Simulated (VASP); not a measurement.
# MgO (P-6m2) in VASP: notebook

Runs on MgO. Level: PBE. Tasks: single point.

Program: VASP 6.6.1. These are calculated values, not measurements. Logs are shortened: lines on timing, memory, paths and dates and some standing lists are left out, and cuts for length are marked.

## Step 1: The structure

The structure is hexagonal, space group P-6m2 (No. 187). The conventional cell has a = 2.938 Å, b = 2.938 Å, c = 2.680 Å, α = 90.00°, β = 90.00°, γ = 120.00°. Mg (site symmetry -6m2) has 6 O at 2.16 Å as nearest neighbours. O (site symmetry -6m2) is surrounded by 6 Mg at 2.16 Å.

Measurements of this composition are mostly on another form, of space group No. 225.

## Step 2: Single point, PBE

The input, INCAR:

```
ADDGRID = False
ALGO = Normal
EDIFF = 1E-7
ENCUT = 800
GGA = PE
ISIF = 2
ISMEAR = 0
LASPH = True
LCHARG = False
LREAL = False
LWAVE = False
NELM = 100
PREC = Accurate
SIGMA = 0.5
```

The input, KPOINTS:

```
k-points
0
Gamma
  8 8 7
```

The input, POSCAR:

```
MgO
1.0
    2.9380209034      0.0000000000      0.0000000000
   -1.4690104517      2.5444007392      0.0000000000
    0.0000000000      0.0000000000      2.6796800000
Mg O
1 1
Direct
   -0.0050010000     -0.0013850000      0.0023980000
    0.2972290000      0.6917140000      0.5132270000
```

Potentials or basis: VASP PAW PBE potentials, release 64 (Mg, O_h).

On the command line:

```sh
$ cat potpaw_PBE.64/Mg/POTCAR potpaw_PBE.64/O_h/POTCAR > POTCAR
$ mpirun -np 1 vasp_std > vasp.out
```

OUTCAR:

```text
EDIFF = 1E-7
   ENCUT = 800
   GGA = PE
   ISIF = 2
   ISMEAR = 0
   LASPH = True
   LREAL = False
   NELM = 100
   PREC = Accurate

 Found    226 irreducible k-points:

 Following reciprocal coordinates:
            Coordinates               Weight
  0.000000  0.000000  0.000000      1.000000
  0.125000  0.000000  0.000000      2.000000
  0.000000  0.125000  0.000000      2.000000
 -0.125000  0.125000  0.000000      2.000000
  0.250000  0.000000  0.000000      2.000000
  0.000000  0.250000  0.000000      2.000000
   k-points           NKPTS =    226   k-points in BZ     NKDIM =    226   number of bands    NBANDS=      8
   number of dos      NEDOS =    301   number of ions     NIONS =      2
   total plane-waves  NPLWV =  21952
   dimension x,y,z NGX =    28 NGY =   28 NGZ =   28
   dimension x,y,z NGXF=    56 NGYF=   56 NGZF=   56
   ions per type =               1   1
   NGX,Y,Z   is equivalent  to a cutoff of  15.84, 15.84, 17.37 a.u.
   NGXF,Y,Z  is equivalent  to a cutoff of  31.69, 31.69, 34.74 a.u.
 SYSTEM =  unknown system
   PREC   = accura    normal or accurate (medium, high low for compatibility)
   ISTART =      0    job   : 0-new  1-cont  2-samecut
   ICHARG =      2    charge: 1-file 2-atom 10-const
   ISPIN  =      1    spin polarized calculation?
   LNONCOLLINEAR =      F non collinear calculations
   LSORBIT =      F    spin-orbit coupling
   LASPH  =      T    aspherical Exc in radial PAW
   ENCUT  =  800.0 eV  58.80 Ry    7.67 a.u.   6.78  6.78  6.18*2*pi/ulx,y,z
   NELM   =    100;   NELMIN=  2; NELMDL= -5     # of ELM steps
   EDIFF  = 0.1E-06   stopping-criterion for ELM
   LREAL  =      F    real-space projection
   EDIFFG = 0.1E-05   stopping-criterion for IOM
   NSW    =      0    number of steps for IOM
   IBRION =     -1    ionic relax: 0-MD 1-quasi-New 2-CG
   NFREE  =      0    steps in history (QN), initial steepest desc. (CG)
   ISIF   =      2    stress and relaxation
   ISYM   =      2    0-nonsym 1-usesym 2-fastsym
   POTIM  = 0.5000    time-step for ionic-motion
   TEBEG  =    0.0;   TEEND  =   0.0 temperature during run
   PSTRESS=    0.0 pullay stress
   NELECT =       8.0000    total number of electrons
   NUPDOWN=      -1.0000    fix difference up-down
   EMIN   =  10.00;   EMAX   =-10.00  energy-range for DOS
   EFERMI =   0.00;   METHOD = LEGACY
   ISMEAR =     0;   SIGMA  =   0.50  broadening in eV -4-tet -1-fermi 0-gaus
   EFERMI_NEDOS =   21; number of points for ismear=-14 and -15
   IALGO  =     38    algorithm
   IMIX   =      4    mixing-type and parameters
     AMIX     =   0.40;   BMIX     =  1.00
     AMIX_MAG =   1.60;   BMIX_MAG =  1.00
  volume/ion in A,a.u.               =      10.02        67.59
  Fermi-wavevector in a.u.,A,eV,Ry     =   1.205583  2.278221 19.775115  1.453430
  Thomas-Fermi vector in A             =   2.341275
   LORBIT       =      0    0 simple, 1 ext, 2 COOP (PROOUT), +10 PAW based schemes
   GGA     = PE    functional components
   LHFCALC =     F    Hartree Fock is set to
   AEXX    =    0.0000 exact exchange contribution
   IVDW    =     0    specifies the selected vdW correction
   LEPSILON=     F    determine dielectric tensor
   LRPA    =     F    only Hartree local field effects (RPA)
 non-spin polarized calculation
 Gauss-broadening in eV      SIGMA  =   0.50
  energy-cutoff  :      800.00
  volume of cell :       20.03
 maximum number of plane-waves:      1038
   NGX = 13   NGY = 13   NGZ = 13

 number of electron       8.0000000 magnetization

 Free energy of the ion-electron system (eV)
  ---------------------------------------------------
  ext. energy  EPLUGINS =         0.00000000
  ---------------------------------------------------
  free energy    TOTEN  =       -11.18941496 eV

  energy without entropy =      -11.18941422  energy(sigma->0) =      -11.18941459

 E-fermi :   5.2860     XC(G=0): -10.7314

 val. band max:        3.7052106205   @ k =   0.0000   0.0000   0.4286
 cond. band min:       6.6590659907   @ k =   0.0000   0.0000   0.0000
 fundamental gap:      2.9538553702
 Fermi energy:         5.2860411079

 k-point     1 :       0.0000    0.0000    0.0000
  band No.  band energies     occupation
      1     -13.7628      2.00000
      2       2.9971      2.00000
      3       3.1621      2.00000
      4       3.2614      2.00000
      5       6.6591      0.00010
      6      15.5635      0.00000
      7      19.1002      0.00000
      8      19.4491      0.00000

 k-point     2 :       0.1250    0.0000    0.0000
  band No.  band energies     occupation
      1     -13.6298      2.00000
      2       2.1454      2.00000
      3       2.9255      2.00000
      4       3.3113      2.00000
      5       7.5958      0.00000
      6      15.5205      0.00000
      7      17.9797      0.00000
      8      19.7200      0.00000

 k-point     3 :       0.0000    0.1250    0.0000
  band No.  band energies     occupation
      1     -13.6296      2.00000
      2       2.1388      2.00000
      3       2.9343      2.00000
      4       3.3109      2.00000
      5       7.5915      0.00000
      6      15.5271      0.00000
      7      17.9469      0.00000
      8      19.7520      0.00000

 k-point     4 :      -0.1250    0.1250    0.0000
  band No.  band energies     occupation
      1     -13.6275      2.00000
      2       2.0606      2.00000
      3       3.0477      2.00000
      4       3.3048      2.00000
      5       7.5241      0.00000
      6      15.5676      0.00000
      7      17.8049      0.00000
      8      19.8298      0.00000

 k-point     5 :       0.2500    0.0000    0.0000
  band No.  band energies     occupation
      1     -13.2878      2.00000
      2       0.5557      2.00000
      3       2.6584      2.00000
      4       3.4356      2.00000
      5       9.1054      0.00000
      6      14.6365      0.00000
      7      17.5218      0.00000
      8      20.5051      0.00000

 k-point     6 :       0.0000    0.2500    0.0000
  band No.  band energies     occupation
      1     -13.2872      2.00000
      2       0.5507      2.00000
      3       2.6666      2.00000
      4       3.4340      2.00000
      5       9.0936      0.00000
      6      14.6412      0.00000
      7      17.5096      0.00000
      8      20.5223      0.00000

 [... further k-points ...]

------------------------ aborting loop because EDIFF is reached ----------------------------------------

  FORCE on cell =-STRESS in cart. coord.  units (eV):
  Direction    XX          YY          ZZ          XY          YZ          ZX
  --------------------------------------------------------------------------------------
  -------------------------------------------------------------------------------------
  Total       -0.2336361     -0.3232820     -0.1767646     -0.0689895      0.0574670     -0.1040270
  in kB      -18.6864635    -25.8564450    -14.1378259     -5.5178541      4.5962741     -8.3201876
  external PRESSURE =     -19.5602448 kB  Pullay stress =       0.0000000 kB

 VOLUME and BASIS-vectors are now :
 -----------------------------------------------------------------------------
  energy-cutoff  :      800.00
  volume of cell :       20.03
      direct lattice vectors                 reciprocal lattice vectors
     2.938020903  0.000000000  0.000000000     0.340365175  0.196509926  0.000000000
    -1.469010452  2.544400739  0.000000000     0.000000000  0.393019851  0.000000000
     0.000000000  0.000000000  2.679680000     0.000000000  0.000000000  0.373178887

 POSITION                                       TOTAL-FORCE (eV/Angst)
 -----------------------------------------------------------------------------------
      1.45635      2.54088      0.00643        -0.576954      0.319612      0.125744
     -0.14287      1.76000      1.37528         0.576954     -0.319612     -0.125744
 -----------------------------------------------------------------------------------
    total drift:                                0.001220      0.000056     -0.000702

  FREE ENERGIE OF THE ION-ELECTRON SYSTEM (eV)
  ---------------------------------------------------
  free  energy   TOTEN  =       -11.1894149588 eV

  energy  without entropy=      -11.1894142244  energy(sigma->0) =      -11.18941459
```

stdout:

```text
POSCAR found type information on POSCAR MgO
 POSCAR found :  2 types and       2 ions
 scaLAPACK will be used
 LDA part: xc-table for (Slater+PW92), standard interpolation
 POSCAR, INCAR and KPOINTS ok, starting setup
 FFT: planning ... GRIDC
 FFT: planning ... GRID_SOFT
 FFT: planning ... GRID
 WAVECAR not read
 entering main loop
```

Run time: 62 s. Hardware: 1 thread of AMD EPYC 7R13 (Zen 3), shared host; peak memory 0.19 GiB.

The run converged, but some of its settings lie outside the range that counts as converged, so its numbers aren't taken as properties of the crystal.

Results:

| Property | Result |
| --- | --- |
| Free energy | -11.1894 eV |
| Largest force | 0.671 eV/Å |
| Band gap on the k mesh | 2.95 eV, indirect (least direct gap 3.40 eV) |

Caveat: the cutoff is under 1.25 times the usual one of these potentials, so pressure, stress and relaxed cells hold a basis-set (Pulay) error; an odd mesh through Γ misses points on the zone boundary, where band edges often lie.

## Step 3: Single point, PBE

Changes to INCAR since step 2:

```diff
@@ -13,2 +13,2 @@
 PREC = Accurate
-SIGMA = 0.5
+SIGMA = 0.2
```

KPOINTS is that of step 2.

The input, POSCAR:

```
MgO
1.0
    2.9380209034      0.0000000000      0.0000000000
   -1.4690104517      2.5444007392      0.0000000000
    0.0000000000      0.0000000000      2.6796800000
Mg O
1 1
Direct
    0.0000000000      0.0000000000      0.0000000000
    0.3333333333      0.6666666667      0.5000000000
```

Potentials or basis: VASP PAW PBE potentials, release 64 (Mg, O_h).

On the command line:

```sh
$ cat potpaw_PBE.64/Mg/POTCAR potpaw_PBE.64/O_h/POTCAR > POTCAR
$ mpirun -np 1 vasp_std > vasp.out
```

OUTCAR:

```text
EDIFF = 1E-7
   ENCUT = 800
   GGA = PE
   ISIF = 2
   ISMEAR = 0
   LASPH = True
   LREAL = False
   NELM = 100
   PREC = Accurate

 Found     40 irreducible k-points:

 Following reciprocal coordinates:
            Coordinates               Weight
  0.000000  0.000000  0.000000      1.000000
  0.125000  0.000000  0.000000      6.000000
  0.250000  0.000000  0.000000      6.000000
  0.375000  0.000000  0.000000      6.000000
  0.500000  0.000000  0.000000      3.000000
  0.125000  0.125000  0.000000      6.000000
   k-points           NKPTS =     40   k-points in BZ     NKDIM =     40   number of bands    NBANDS=      8
   number of dos      NEDOS =    301   number of ions     NIONS =      2
   total plane-waves  NPLWV =  21952
   dimension x,y,z NGX =    28 NGY =   28 NGZ =   28
   dimension x,y,z NGXF=    56 NGYF=   56 NGZF=   56
   ions per type =               1   1
   NGX,Y,Z   is equivalent  to a cutoff of  15.84, 15.84, 17.37 a.u.
   NGXF,Y,Z  is equivalent  to a cutoff of  31.69, 31.69, 34.74 a.u.
 SYSTEM =  unknown system
   PREC   = accura    normal or accurate (medium, high low for compatibility)
   ISTART =      0    job   : 0-new  1-cont  2-samecut
   ICHARG =      2    charge: 1-file 2-atom 10-const
   ISPIN  =      1    spin polarized calculation?
[... 62 lines left out ...]
 k-point     1 :       0.0000    0.0000    0.0000
  band No.  band energies     occupation
      1     -13.7503      2.00000
      2       3.0860      2.00000
      3       3.0860      2.00000
      4       3.2891      2.00000
      5       6.6836      0.00000
      6      15.5582      0.00000
      7      19.2536      0.00000
      8      19.2536      0.00000
[... 45 lines left out ...]
 k-point     6 :       0.1250    0.1250    0.0000
  band No.  band energies     occupation
      1     -13.3759      2.00000
      2       1.0259      2.00000
      3       2.6641      2.00000
      4       3.4217      2.00000
      5       8.7399      0.00000
      6      15.0097      0.00000
      7      17.5231      0.00000
      8      20.0991      0.00000

 [... further k-points ...]

------------------------ aborting loop because EDIFF is reached ----------------------------------------

  FORCE on cell =-STRESS in cart. coord.  units (eV):
  Direction    XX          YY          ZZ          XY          YZ          ZX
  --------------------------------------------------------------------------------------
  -------------------------------------------------------------------------------------
  Total       -0.4378816     -0.4378816     -0.4498149      0.0000000     -0.0000000      0.0000000
  in kB      -35.0222436    -35.0222436    -35.9766773      0.0000000     -0.0000000      0.0000000
  external PRESSURE =     -35.3403882 kB  Pullay stress =       0.0000000 kB

 VOLUME and BASIS-vectors are now :
 -----------------------------------------------------------------------------
  energy-cutoff  :      800.00
  volume of cell :       20.03
      direct lattice vectors                 reciprocal lattice vectors
     2.938020903  0.000000000  0.000000000     0.340365175  0.196509926  0.000000000
    -1.469010452  2.544400739  0.000000000     0.000000000  0.393019851  0.000000000
     0.000000000  0.000000000  2.679680000     0.000000000  0.000000000  0.373178887

 POSITION                                       TOTAL-FORCE (eV/Angst)
 -----------------------------------------------------------------------------------
      0.00000      0.00000      0.00000         0.000000      0.000000      0.000000
     -0.00000      1.69627      1.33984        -0.000000     -0.000000      0.000000
 -----------------------------------------------------------------------------------
    total drift:                               -0.000001      0.000000     -0.000000

  FREE ENERGIE OF THE ION-ELECTRON SYSTEM (eV)
  ---------------------------------------------------
  free  energy   TOTEN  =       -11.2352400174 eV

  energy  without entropy=      -11.2352400173  energy(sigma->0) =      -11.23524002
```

stdout:

```text
POSCAR found type information on POSCAR MgO
 POSCAR found :  2 types and       2 ions
 scaLAPACK will be used
 LDA part: xc-table for (Slater+PW92), standard interpolation
 POSCAR, INCAR and KPOINTS ok, starting setup
 FFT: planning ... GRIDC
 FFT: planning ... GRID_SOFT
 FFT: planning ... GRID
 WAVECAR not read
 entering main loop
```

Wall time 15 s (1 thread of AMD EPYC 7R13 (Zen 3), shared host); peak memory 0.14 GiB.

The run converged, but some of its settings lie outside the range that counts as converged, so its numbers aren't taken as properties of the crystal.

What came out:

| Quantity | Value |
| --- | --- |
| Free energy | -11.2352 eV |
| Band gap on the k mesh | 3.00 eV, indirect (least direct gap 3.39 eV) |

Caveat: the cutoff is under 1.25 times the usual one of these potentials, so pressure, stress and relaxed cells hold a basis-set (Pulay) error; an odd mesh through Γ misses points on the zone boundary, where band edges often lie.

## Step 4: Single point, PBE

INCAR is that of step 3.

KPOINTS is that of step 3.

The input, POSCAR:

```
MgO
1.0
    2.9380209034      0.0000000000      0.0000000000
   -1.4690104517      2.5444007392      0.0000000000
    0.0000000000      0.0000000000      2.6796800000
Mg O
1 1
Direct
   -0.0050010000     -0.0013850000      0.0023980000
    0.2972290000      0.6917140000      0.5132270000
```

On the command line:

```sh
$ cat potpaw_PBE.64/Mg/POTCAR potpaw_PBE.64/O_h/POTCAR > POTCAR
$ mpirun -np 1 vasp_std > vasp.out
```

It took 2.2 min on 1 thread of AMD EPYC 7R13 (Zen 3), shared host; peak memory 0.19 GiB.

The run converged, but some of its settings lie outside the range that counts as converged, so its numbers aren't taken as properties of the crystal.

What came out:

- Free energy: -11.1894 eV
- Largest force: 0.671 eV/Å
- Band gap on the k mesh: 2.95 eV, indirect (least direct gap 3.40 eV)

Caveat: the cutoff is under 1.25 times the usual one of these potentials, so pressure, stress and relaxed cells hold a basis-set (Pulay) error; an odd mesh through Γ misses points on the zone boundary, where band edges often lie.

## Step 5: Single point, PBE

Changes to INCAR since step 4:

```diff
@@ -13,2 +13,2 @@
 PREC = Accurate
-SIGMA = 0.2
+SIGMA = 0.1
```

KPOINTS is that of step 4.

The input, POSCAR:

```
MgO
1.0
    2.9380209034      0.0000000000      0.0000000000
   -1.4690104517      2.5444007392      0.0000000000
    0.0000000000      0.0000000000      2.6796800000
Mg O
1 1
Direct
    0.0000000000      0.0000000000      0.0000000000
    0.3333333333      0.6666666667      0.5000000000
```

On the command line:

```sh
$ cat potpaw_PBE.64/Mg/POTCAR potpaw_PBE.64/O_h/POTCAR > POTCAR
$ mpirun -np 1 vasp_std > vasp.out
```

Run time: 27 s. Hardware: 1 thread of AMD EPYC 7R13 (Zen 3), shared host; peak memory 0.13 GiB.

The run converged, but some of its settings lie outside the range that counts as converged, so its numbers aren't taken as properties of the crystal.

What came out:

- Free energy: -11.2352 eV
- Band gap on the k mesh: 3.00 eV, indirect (least direct gap 3.39 eV)

Caveat: the cutoff is under 1.25 times the usual one of these potentials, so pressure, stress and relaxed cells hold a basis-set (Pulay) error; an odd mesh through Γ misses points on the zone boundary, where band edges often lie.

[end of part 1 of 2]
